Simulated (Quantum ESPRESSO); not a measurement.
This Quantum ESPRESSO 7.5 run on EuO needs a look.

File pw.in:

```
&CONTROL
  calculation = 'scf'
  prefix = 'pwscf'
  outdir = './tmp'
  pseudo_dir = './pseudo'
  tprnfor = .true.
  tstress = .true.
  disk_io = 'nowf'
/
&SYSTEM
  ibrav = 0
  nat = 2
  ntyp = 2
  ecutwfc = 50
  ecutrho = 300
  nbnd = 21
  occupations = 'smearing'
  smearing = 'fd'
  degauss = 0.00367493
  nspin = 2
  starting_magnetization(1) = 0.4118
  starting_magnetization(2) = 0
&ELECTRONS
  conv_thr = 4d-10
  electron_maxstep = 100
  mixing_beta = 0.3
/
ATOMIC_SPECIES
Eu   151.9640 Eu.GGA_PBE-JTH.UPF
O     15.9990 O.GGA_PBE-JTH.UPF
CELL_PARAMETERS angstrom
   0.0000000000    2.5719500000    2.5719500000
   2.5719500000    0.0000000000    2.5719500000
   2.5719500000    2.5719500000    0.0000000000
ATOMIC_POSITIONS crystal
Eu     0.0000000000    0.0000000000    0.0000000000
O      0.5000000000    0.5000000000    0.5000000000
K_POINTS automatic
9 9 9 0 0 0
```

Potentials or basis: JTH 2.0 PBE.

Launch:

```console
$ OMP_NUM_THREADS=1 pw.x -in pw.in > pw.out
```

pw.out:

```text
This program is part of the open-source Quantum ESPRESSO suite
     for quantum simulation of materials; please cite
         "P. Giannozzi et al., J. Phys.:Condens. Matter 21 395502 (2009);
         "P. Giannozzi et al., J. Phys.:Condens. Matter 29 465901 (2017);
         "P. Giannozzi et al., J. Chem. Phys. 152 154105 (2020);
     in publications or presentations arising from this work. More details at

 %%%%%%%%%%%%%%%%%%%%%%%%%%%%%%%%%%%%%%%%%%%%%%%%%%%%%%%%%%%%%%%%%%%%%%%%%%%%%%
     Error in routine  read_namelists (1):
      bad line in namelist &system: "&ELECTRONS" (error could be in the previous line)
 %%%%%%%%%%%%%%%%%%%%%%%%%%%%%%%%%%%%%%%%%%%%%%%%%%%%%%%%%%%%%%%%%%%%%%%%%%%%%%

     stopping ...
```

Question: Diagnose the run.

Answer: The input was rejected before any iteration. The input holds a flaw that was put in on purpose: missing end of a namelist.
